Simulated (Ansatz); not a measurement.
**3 structures of Si: ranking of polymorphs by energy in Python**

Which structure of Si is lowest? Aim: a ranking of polymorphs by energy, for 3 structures of Si, run from a script.

Computed with the Python package of Ansatz 0.2.0. Level of theory: DFT LDA, plane waves, PAW.

**1. The structure**

Si P6_3/mmc: The structure is hexagonal, space group P6_3/mmc (No. 194). The conventional cell has a = 3.831 Å, b = 3.831 Å, c = 6.333 Å, α = 90.00°, β = 90.00°, γ = 120.00°. Si (site symmetry 3m) has 4 Si at 2.35 to 2.37 Å as nearest neighbours.

Si I4/mmm: The structure is tetragonal, space group I4/mmm (No. 139). The conventional cell has a = 3.254 Å, b = 3.254 Å, c = 2.641 Å, α = 90.00°, β = 90.00°, γ = 90.00°. Around Si (site symmetry 4/mmm) lie 10 Si at 2.64 to 2.65 Å.

Si Fm-3m: It takes space group Fm-3m (No. 225, cubic). The conventional cell has a = 3.340 Å, b = 3.340 Å, c = 3.340 Å, α = 90.00°, β = 90.00°, γ = 90.00°. Si (site symmetry m-3m) has 12 Si at 2.36 Å as nearest neighbours.

si_p6_3_mmc.cif, read by the script:

```cif
data_Si
_cell_length_a 3.831317
_cell_length_b 3.831317
_cell_length_c 6.332622
_cell_angle_alpha 90.00000
_cell_angle_beta 90.00000
_cell_angle_gamma 120.00000
_symmetry_space_group_name_H-M 'P 1'
_symmetry_Int_Tables_number 1
loop_
_symmetry_equiv_pos_as_xyz
'x, y, z'
loop_
_atom_site_label
_atom_site_type_symbol
_atom_site_fract_x
_atom_site_fract_y
_atom_site_fract_z
Si1 Si    0.333333    0.666667    0.063009
Si2 Si    0.666667    0.333333    0.563010
Si3 Si    0.333333    0.666667    0.436991
Si4 Si    0.666667    0.333333    0.936990
```

si_i4_mmm.vasp, read by the script:

```text
Si
1.0
  -1.62691493    1.62691493    1.32032985
   1.62691493   -1.62691493    1.32032985
   1.62691493    1.62691493   -1.32032985
Si
1
Direct
   0.00000000    0.00000000    0.00000000
```

si_fm_3m.cif, read by the script:

```cif
data_Si
_cell_length_a 2.361737
_cell_length_b 2.361737
_cell_length_c 2.361737
_cell_angle_alpha 60.00000
_cell_angle_beta 60.00000
_cell_angle_gamma 60.00000
_symmetry_space_group_name_H-M 'P 1'
_symmetry_Int_Tables_number 1
loop_
_symmetry_equiv_pos_as_xyz
'x, y, z'
loop_
_atom_site_label
_atom_site_type_symbol
_atom_site_fract_x
_atom_site_fract_y
_atom_site_fract_z
Si1 Si    0.000000    0.000000    0.000000
```

**2. The code**

Input file polymorphs_si.py:

```python
'''Polymorphs of Si, after relaxing cells and atoms.'''

import warnings

import ansatz as az
from ase.io import read
import numpy as np


def solve(name, crystal):
    calc = (
        crystal.calculation()
        .functional(az.Functional.LDA)
        .basis(21 * az.Ha)
        .kpoints(spacing=0.3)
        .occupations('gaussian', width=0.1)
        .stress()
        .band_table()
    )
    calc = calc.relax(force_tolerance=0.03, max_steps=60, cell=True)
    return calc.run()


def volume_per_atom(outcome):
    return abs(np.linalg.det(outcome.lattice.cell_ang)) / len(outcome.lattice.sites)


def pressure_gpa(outcome):
    return float(np.trace(outcome.report['stress_gpa']) / 3)

warnings.simplefilter('ignore', az.DeckWarning)

phases = {}
atoms = read('si_p6_3_mmc.cif')
p6_3_mmc = az.Crystal.from_ase(atoms)
phases['P6_3/mmc'] = p6_3_mmc
atoms = read('si_i4_mmm.vasp', format='vasp')
i4_mmm = az.Crystal.from_ase(atoms)
phases['I4/mmm'] = i4_mmm
atoms = read('si_fm_3m.cif')
fm_3m = az.Crystal.from_ase(atoms)
phases['Fm-3m'] = fm_3m

done = {}
for name, crystal in phases.items():
    done[name] = solve(name, crystal)
    print(f'{name}: {done[name].report["energy_sigma0_ev"]:.4f} eV, {len(done[name].lattice.sites)} atoms')

energy = {name: o.report['energy_sigma0_ev'] / len(o.lattice.sites) for name, o in done.items()}
lowest = min(energy.values())
rows = [(name, len(o.lattice.sites), 1000 * (energy[name] - lowest), volume_per_atom(o), pressure_gpa(o)) for name, o in done.items()]
rows.sort(key=lambda row: row[2])
print('     phase       atoms  dE (meV/atom)  V (A^3/atom)     P (GPa)')
for row in rows:
    print(f'{str(row[0]):>10}  {row[1]:10d}  {row[2]:13.1f}  {row[3]:12.3f}  {row[4]:10.2f}')
```

**3. The calls as engine input**

The engine receives this input (first run):

```yaml
crystal:
  lattice:
    - [3.831317, 0.0, 0.0]
    - [-1.915658499999999, 3.318017851951184, 0.0]
    - [0.0, 0.0, 6.332622]
  atoms:
    - { symbol: Si, position: [0.333333, 0.666667, 0.063009] }
    - { symbol: Si, position: [0.666667, 0.3333329999999999, 0.56301] }
    - { symbol: Si, position: [0.333333, 0.666667, 0.436991] }
    - { symbol: Si, position: [0.666667, 0.3333329999999999, 0.9369900000000001] }
basis:
  ecutwfc: 571.4391111657479
kpoints:
  mp_grid:
    kspacing: 0.3
hamiltonian:
  xc: lda
scf:
  occupations:
    method: gaussian
    width: 0.1
relax:
  f_tol: 0.03
  max_steps: 60
  cell: {}
output:
  stress: true
  eigenvalues: true
```

**4. Running it**

Launch:

```console
$ python polymorphs_si.py
```

The program printed:

```text
P6_3/mmc: -2434.5454 eV, 4 atoms
I4/mmm: -608.2487 eV, 1 atoms
Fm-3m: -608.2097 eV, 1 atoms
     phase       atoms  dE (meV/atom)  V (A^3/atom)     P (GPa)
  P6_3/mmc           4            0.0        19.684        0.02
    I4/mmm           1          387.6        13.942        0.00
     Fm-3m           1          426.7        13.952        0.02
```

Run time: 28 s. Hardware: 1 thread of Arm Neoverse V1, shared host; peak memory 0.45 GiB.

**5. Inputs of later runs**

The engine's inputs for the other runs:

Run 2, against run 1:

```diff
@@ -3,3 +3,3 @@
-    - [3.831317, 0.0, 0.0]
-    - [-1.915658499999999, 3.318017851951184, 0.0]
-    - [0.0, 0.0, 6.332622]
+    - [-1.62691493, 1.62691493, 1.32032985]
+    - [1.62691493, -1.62691493, 1.32032985]
+    - [1.62691493, 1.62691493, -1.32032985]
@@ -7,4 +7 @@
-    - { symbol: Si, position: [0.333333, 0.666667, 0.063009] }
-    - { symbol: Si, position: [0.666667, 0.3333329999999999, 0.56301] }
-    - { symbol: Si, position: [0.333333, 0.666667, 0.436991] }
-    - { symbol: Si, position: [0.666667, 0.3333329999999999, 0.9369900000000001] }
+    - { symbol: Si, position: [0.0, 0.0, 0.0] }
```

Run 3, against run 1:

```diff
@@ -3,3 +3,3 @@
-    - [3.831317, 0.0, 0.0]
-    - [-1.915658499999999, 3.318017851951184, 0.0]
-    - [0.0, 0.0, 6.332622]
+    - [2.361737, 0.0, 0.0]
+    - [1.1808685000000003, 2.0453242390576487, 0.0]
+    - [1.1808685000000003, 0.6817747463525498, 1.9283501855505047]
@@ -7,4 +7 @@
-    - { symbol: Si, position: [0.333333, 0.666667, 0.063009] }
-    - { symbol: Si, position: [0.666667, 0.3333329999999999, 0.56301] }
-    - { symbol: Si, position: [0.333333, 0.666667, 0.436991] }
-    - { symbol: Si, position: [0.666667, 0.3333329999999999, 0.9369900000000001] }
+    - { symbol: Si, position: [0.0, 0.0, 0.0] }
```

Lines on the test bed's own set-up are left out of the output.

**6. The runs side by side**

The 3 runs, in the order started:

| run | system | space group at the end | energy from run 1 (meV/atom) | final volume (Å³/atom) | pressure (GPa) | SCF cycles in all | CPU time (s) |
| --- | --- | --- | --- | --- | --- | --- | --- |
| 1 | Si (4 atoms) | P6_3/mmc | 0.00 | 19.68 | 0.02 | 17 | 10 |
| 2 | Si (1 atom) | I4/mmm | 387.60 | 13.94 | 0.00 | 32 | 12 |
| 3 | Si (1 atom) | Fm-3m | 426.69 | 13.95 | 0.02 | 31 | 3.9 |

Energies are extrapolated to zero smearing width, as in the script. 

**7. How the relaxation of run 1 went**

Step by step:

```csv
step,E - E(step 1) (eV/cell),largest force component (eV/Å),pressure (GPa),volume (Å³)
1,0.0000,0.0182,-2.03,80.50
2,-0.0108,0.0018,-0.46,79.14
3,-0.0114,0.0045,0.02,78.73
4,-0.0113,0.0045,0.02,78.73
```

Step 1 is the start. Step 4 repeats the geometry before it on a plane-wave basis chosen anew for that cell, so its energy need not be comparable with the rows above.

|  | before | after | change |
| --- | --- | --- | --- |
| a (Å) | 3.831 | 3.803 | -0.8 % |
| b (Å) | 3.831 | 3.803 | -0.8 % |
| c (Å) | 6.333 | 6.288 | -0.7 % |
| volume (Å³/atom) | 20.13 | 19.68 | -2.2 % |
| shortest distance (Å) | 2.352 | 2.334 | -0.7 % |
| space group (0.01 Å) | P6_3/mmc | P6_3/mmc | same |

Forces and stress were held to the start's 24 operations: a distortion of lower symmetry was not tested.

**8. How the relaxation of run 2 went**

Step by step:

```csv
step,energy from step 1 (eV/cell),largest force component (eV/Å),pressure (GPa),volume (Å³)
1,0.0000,0.0000,-0.22,13.98
2,-0.0002,0.0000,-0.02,13.95
3,-0.0003,0.0000,0.01,13.95
4,-0.0010,0.0000,0.03,13.94
5,-0.0008,0.0000,-0.06,13.94
6,-0.0015,0.0000,-0.01,13.94
7,-0.0015,0.0000,0.01,13.94
8,-0.0015,0.0000,0.00,13.94
9,-0.0015,0.0000,0.00,13.94
```

Step 1 is the start. Step 9 repeats the geometry before it on a plane-wave basis chosen anew for that cell, so its energy need not be comparable with the rows above. Step 5 was tried and not accepted.

Lengths and angles in the start's conventional setting:

|  | before | after | change |
| --- | --- | --- | --- |
| a (Å) | 3.254 | 3.227 | -0.8 % |
| b (Å) | 3.254 | 3.227 | -0.8 % |
| c (Å) | 2.641 | 2.678 | +1.4 % |
| volume (Å³/atom) | 13.98 | 13.94 | -0.3 % |
| shortest distance (Å) | 2.641 | 2.646 | +0.2 % |
| space group (0.01 Å) | I4/mmm | I4/mmm | same |

Forces and stress were held to the start's 16 operations: a distortion of lower symmetry was not tested.

**9. Summary of results**

```
        quantity             value
   runs compared                 3
          lowest  run 1 (P6_3/mmc)
next above it by    387.6 meV/atom
```

By space group at the end of each run: P6_3/mmc (+0 meV an atom, 19.7 Å³), I4/mmm (+388 meV an atom, 13.9 Å³) and Fm-3m (+427 meV an atom, 14.0 Å³). In run 1, the volume shrank by 2.2 % over 2 moves, and the space group stayed P6_3/mmc. In run 2, the volume shrank by 0.3 % over 6 moves, and the space group stayed I4/mmm. Reading the output:
- Pressure is positive in compression.
- The ranking holds among these structures alone, at zero temperature; the ground state may be another structure. Differences under about 40 meV an atom lie within the error of mesh and functional. Whether this is the phase that is stable at ambient conditions was not tested.
